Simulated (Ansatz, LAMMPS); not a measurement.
# Which site? Zr in place of Ti in amorphous TiO2 (84 atoms), part 3 of 3

At which site of amorphous TiO2 (84 atoms) does Zr in place of Ti cost least, and what about the site decides it?

Ansatz 0.2.0; Kohn-Sham DFT, revPBE, PAW (set soft_2), plane waves.

The cell: 28 Ti and 56 O. The quench rate of 10 K/ps is many orders above laboratory rates. The network of bonds at the start is that of the classical potential that made the cell. Sampling is at Γ alone, for a cell whose shortest periodic width is 10 Å.

So far. Step 9 (Zr on a site of Ti, site Ti17): The relaxation converged after 22 steps, 1.54 eV below its start, with a largest force component of 0.038 eV/Å.

### 10. Zr on a site of Ti, site Ti24

The site has 4 bonded neighbours (O4) at 1.83 Å on average. 

The input, input.yaml:

```yaml
crystal:
  lattice:
    - [10.45772, 0.0, 0.0]
    - [0.0, 10.45772, 0.0]
    - [0.0, 0.0, 10.45772]
  atoms:
    [... atom lines 1 to 20 left out ...]
    - { symbol: Ti, position: [0.31515, 0.1203, 0.85972] }
    - { symbol: Ti, position: [0.40605, 0.74169, 0.05612] }
    - { symbol: Ti, position: [0.85989, 0.72986, 0.4739] }
    - { symbol: Zr, position: [0.88222, 0.9347, 0.20062], spin: 0.6 }
    - { symbol: Ti, position: [0.78678, 0.06376, 0.66617] }
    - { symbol: Ti, position: [0.6305, 0.67155, 0.71709] }
    - { symbol: Ti, position: [0.31916, 0.82672, 0.67571] }
    [... atom lines 28 to 84 left out ...]
magnetization:
  spin_polarized: true
kpoints:
  mp_grid: { grid: [1, 1, 1] }
hamiltonian:
  xc: revpbe
scf:
  occupations: { method: fermi_dirac, width: 0.025 }
  lower_state_search: "off"
output:
  forces: true
  eigenvalues: true
relax:
  f_tol: 0.05
  max_steps: 90
```

Run with:

```
ansatz run input.yaml --threads 4 --pin off --max-ram 8192MiB --backend cpu --events-out ev --progress --plain --runs-dir out
```

Numbers of over 12 decimals in the logs are rounded to 6 here.

Output:

```text
[...]
Crystal: 84 atoms, lattice volume = 1143.697 Å³
Basis set: ecut = 420 eV, 22335 PW (Γ), exchange–correlation on 144×144×144 points (8 copies of the dense FFT grid, shifted against one another)
Bands: 422, of which v1, the nominal top of the filled ones, is band 336 counted from 1 (335 counted from 0)
Symmetry: 1 space group operations
[...]
k-points: 1
[...]
Starting moments: Σ|m| = 3 μB on 5 of 84 sites
[...]
SCF iter   1: F=—  HF=-103727.866740 eV  |F-HF|=—  |Δ(HF+E_count)|=         —  Δρ=3.49e-2 (↑2.85e-2 ↓3.49e-2)  dr2=5.09e1  dr2_m=1.10e0  M=0.000 μB ∫|m|=0.564 μB  β_m=0.30  ethr=3.10e-3  ⟨swp⟩=5.0  Hψ=3064  notcnv=0  defer=45
[...]
SCF iter   3: F=—  HF=-103717.401700 eV  |F-HF|=—  |Δ(HF+E_count)|=    4.23e0  Δρ=1.15e-2 (↑1.15e-2 ↓1.04e-2)  dr2=4.30e0  dr2_m=3.10e-1  M=0.000 μB ∫|m|=0.401 μB  β_m=0.30  ethr=3.10e-3  ⟨swp⟩=2.0  Hψ=1313  notcnv=0  defer=147
[...]
SCF iter   7: F=—  HF=-103718.290655 eV  |F-HF|=—  |Δ(HF+E_count)|=   1.03e-1  Δρ=1.88e-3 (↑1.88e-3 ↓1.86e-3)  dr2=1.91e-2  dr2_m=3.14e-2  M=0.000 μB ∫|m|=0.156 μB  β_m=0.30  ethr=9.31e-6  ⟨swp⟩=2.0  Hψ=1342  notcnv=0  defer=146
[...]
SCF iter   9: F=—  HF=-103718.350980 eV  |F-HF|=—  |Δ(HF+E_count)|=   3.97e-2  Δρ=2.24e-4 (↑2.24e-4 ↓1.73e-4)  dr2=2.20e-3  dr2_m=1.46e-4  M=0.000 μB ∫|m|=0.022 μB  β_m=0.75  ethr=1.89e-6  ⟨swp⟩=2.0  Hψ=1184  notcnv=0  defer=146
[...]
SCF iter  13: F=-103718.355685 eV  HF=-103718.355683 eV  |F-HF|=2.40e-6  |Δ(HF+E_count)|=   3.84e-5  Δρ=1.78e-5 (↑1.78e-5 ↓1.39e-5)  dr2=8.39e-6  dr2_m=1.48e-6  M=0.000 μB ∫|m|=0.002 μB  β_m=0.79  ethr=9.30e-9  ⟨swp⟩=9.0  Hψ=3558  notcnv=0
SCF iter  14: F=-103718.355685 eV  HF=-103718.355690 eV  |F-HF|=4.92e-6  |Δ(HF+E_count)|=   7.23e-6  Δρ=1.23e-5 (↑1.22e-5 ↓1.23e-5)  dr2=7.24e-6  dr2_m=1.64e-7  M=0.000 μB ∫|m|=0.001 μB  ethr=1.25e-9  ⟨swp⟩=2.0  Hψ=2475  notcnv=0
[...]
SCF 1 converged in 14 iterations: F = -103718.355685 eV  dr2 = 7.24e-6
[...]
relax step   1: F+E_penalty+E_count = -103718.35568490 eV  Δ(F+E_penalty+E_count) = +0.000e0 eV  max|allowed force component| = 5.364e0 eV/Å  Δτ_max = 0.0000 Å  (14 SCF iters, dr2 threshold 6.25e-5 eV, accepted)
[... from here on, the SCF cycles and remarks between the steps are left out ...]
relax step   2: F+E_penalty+E_count = -103719.56434305 eV  Δ(F+E_penalty+E_count) = -1.209e0 eV  max|allowed force component| = 9.006e-1 eV/Å  Δτ_max = 0.1412 Å  (8 SCF iters, dr2 threshold 1.00e-4 eV, accepted)
relax step   3: F+E_penalty+E_count = -103719.68331818 eV  Δ(F+E_penalty+E_count) = -1.190e-1 eV  max|allowed force component| = 3.789e-1 eV/Å  Δτ_max = 0.0724 Å  (7 SCF iters, dr2 threshold 5.07e-5 eV, accepted)
relax step   4: F+E_penalty+E_count = -103719.80677018 eV  Δ(F+E_penalty+E_count) = -1.235e-1 eV  max|allowed force component| = 5.866e-1 eV/Å  Δτ_max = 0.1483 Å  (9 SCF iters, dr2 threshold 8.97e-6 eV, accepted)
relax step   5: F+E_penalty+E_count = -103719.88371315 eV  Δ(F+E_penalty+E_count) = -7.694e-2 eV  max|allowed force component| = 4.823e-1 eV/Å  Δτ_max = 0.0743 Å  (6 SCF iters, dr2 threshold 6.09e-5 eV, accepted)
relax step   6: F+E_penalty+E_count = -103719.92404172 eV  Δ(F+E_penalty+E_count) = -4.033e-2 eV  max|allowed force component| = 1.965e-1 eV/Å  Δτ_max = 0.0684 Å  (7 SCF iters, dr2 threshold 1.00e-4 eV, accepted)
relax step   7: F+E_penalty+E_count = -103719.95098869 eV  Δ(F+E_penalty+E_count) = -2.695e-2 eV  max|allowed force component| = 1.232e-1 eV/Å  Δτ_max = 0.0414 Å  (8 SCF iters, dr2 threshold 6.41e-6 eV, accepted)
relax step   8: F+E_penalty+E_count = -103719.84290767 eV  Δ(F+E_penalty+E_count) = +1.081e-1 eV  max|allowed force component| = 8.897e-1 eV/Å  Δτ_max = 0.2000 Å  (10 SCF iters, dr2 threshold 2.52e-6 eV, rejected (line search))
relax step   9: F+E_penalty+E_count = -103719.97239217 eV  Δ(F+E_penalty+E_count) = -2.140e-2 eV  max|allowed force component| = 8.508e-2 eV/Å  Δτ_max = 0.0841 Å  (12 SCF iters, accepted)
relax step  10: F+E_penalty+E_count = -103719.97607675 eV  Δ(F+E_penalty+E_count) = -3.685e-3 eV  max|allowed force component| = 7.723e-2 eV/Å  Δτ_max = 0.0197 Å  (7 SCF iters, dr2 threshold 2.85e-6 eV, accepted)
relax step  11: F+E_penalty+E_count = -103719.96640083 eV  Δ(F+E_penalty+E_count) = +9.676e-3 eV  max|allowed force component| = 1.554e-1 eV/Å  Δτ_max = 0.1500 Å  (9 SCF iters, dr2 threshold 2.84e-6 eV, rejected (line search))
relax step  12: F+E_penalty+E_count = -103719.98176396 eV  Δ(F+E_penalty+E_count) = -5.687e-3 eV  max|allowed force component| = 3.369e-2 eV/Å  Δτ_max = 0.0674 Å  (11 SCF iters, accepted)
SCF converged after 11 iterations
Magnetization: 0.0000 μB (336.0000 up, 336.0000 down)
Absolute magnetization: 0.0000 μB (∫|ρ↑−ρ↓|, with the PAW one-centre terms)
[...]
Per-site moments (μB) at R_I (Å): [(-3.734716033886589e-8, 0.750498), (-3.320503837596557e-9, 0.770639), (1.710653167560496e-8, 0.741687), (3.50963233101575e-8, 0.745810), (7.297450512900557e-9, 0.750165), [...]
Free energy (F): -103719.981764 eV
[...]
Internal energy: -103719.981764 eV  (E = F + TS)
E sigma→0 (E₀):  -103719.981764 eV
Fermi energy:    6.668539 eV
[...]
Σ components = -103719.981764   (vs F -103719.981764, Δ=0.00e0)
--- Forces (eV/Å), atoms counted from 1 ---
  atom   1  Ti     0.00455897    -0.01290378    -0.00354126
  atom   2  Ti     0.00501919     0.00333496    -0.00093535
  atom   3  Ti     0.00117486     0.00060007     0.00182885
  atom   4  Ti     0.00574900     0.00397439     0.01403510
[...]
atom  84  O     -0.00245042    -0.00162957     0.00351167
  max |Σ_I F_I| component: 1.11e-4 eV/Å
--- Band table (eV) ---
[...]
--- Relaxed structure (12 steps of the walk, 10 accepted, 0 SCFs on fresh bases) ---
  F+E_penalty+E_count = -103719.98176396 eV   max|allowed force component| = 3.369e-2 eV/Å
  atoms:
    - { symbol: Ti, position: [0.182508, 0.867481, 0.353903] }
    - { symbol: Ti, position: [0.385485, 0.210131, 0.534789] }
    - { symbol: Ti, position: [0.361505, 0.094925, 0.196707] }
    - { symbol: Ti, position: [0.674086, 0.939048, 0.952660] }
[...]
- { symbol: O, position: [0.052412, 0.251796, 0.458839] }
```

The job ended after 3.6 min (4 threads of Intel Xeon Platinum 8488C (Sapphire Rapids), shared host; peak memory 2.8 GiB).

The relaxation converged after 12 steps, 1.63 eV below its start, with a largest force component of 0.034 eV/Å.

The surroundings of the Zr atom, after relaxation, nearest first, numbered as they follow in the input and with coordinates relative to it.

```csv
atom,x,y,z,distance (Å),bonds
Zr24,0.00,0.00,0.00,0.00,5
O76,-0.83,-1.35,1.12,1.94,2
O57,-1.16,1.55,0.17,1.95,2
O81,1.40,-0.33,-1.38,1.99,2
O39,1.54,0.42,1.48,2.18,3
O77,-1.27,-0.93,-1.63,2.27,3
Ti1,2.92,-0.84,1.30,3.30,4
O46,2.33,-2.37,0.48,3.36,2
Ti5,-0.97,3.34,-0.11,3.48,4
Ti23,-0.55,-2.38,2.58,3.55,4
```

The column of bonds counts only the pairs O-Ti within 2.64 Å, O-Zr within 2.82 Å; other neighbours, such as metal atoms beside each other in a compound, aren't counted, and periodic images can show an atom twice.

The largest move is 0.40 Å, by Zr24.

### 11. The sites compared

All these cells hold the same atoms, so their energies can be compared with no chemical potential.

```csv
site,neighbours,mean distance (Å),atoms within 6 Å,energy over the best site (eV),before relaxation (eV),gain on relaxing (eV)
Ti17,O5,1.94,64,0.00,0.00,1.54
Ti27,O4,1.85,62,0.21,0.34,1.67
Ti2,O5,1.93,60,0.28,0.10,1.35
Ti7,O4,1.86,65,0.29,0.11,1.36
Ti21,O6,2.08,63,0.42,0.08,1.19
Ti24,O4,1.83,62,0.77,0.86,1.63
```

Neighbours are those of the relaxed host within 2.64 Å (O-Ti); other pairs aren't counted.

### 12. Findings

The cheapest site is Ti17 (5 neighbours, O5); the dearest, Ti24 (4 neighbours, O4), costs 0.77 eV more. By coordination the energies over the best site are 0.21 to 0.77 eV with 4 neighbours, 0.00 to 0.28 eV with 5 neighbours and 0.42 eV with 6 neighbours. Relaxation gains 1.2 to 1.7 eV and leaves the best site the same.

**Limits.** Defects are neutral and interact with their images. The reference ran with fixed occupations, but 6 of the 6 defect cells with fermi-dirac smearing of 0.025 eV, spin polarised. In a disordered cell the relaxation can also rearrange atoms far from the site. In the spin-polarised runs the search for a state of lower energy was switched off. Only 6 of the 28 Ti sites were tried; unless symmetry makes the others alike to these, a cheaper one may exist.

The DFT runs together took 26 min of wall time.

[Logs are printed without paths, hosts, clocks, repeated set-up lines and the standing remarks that a program may print on its own settings, such as how far it seeks lower states.]

[Hosts, paths, dates, database ids (printed as entryN), source tags and the programs' standing remarks are cut or masked in the printed files.]
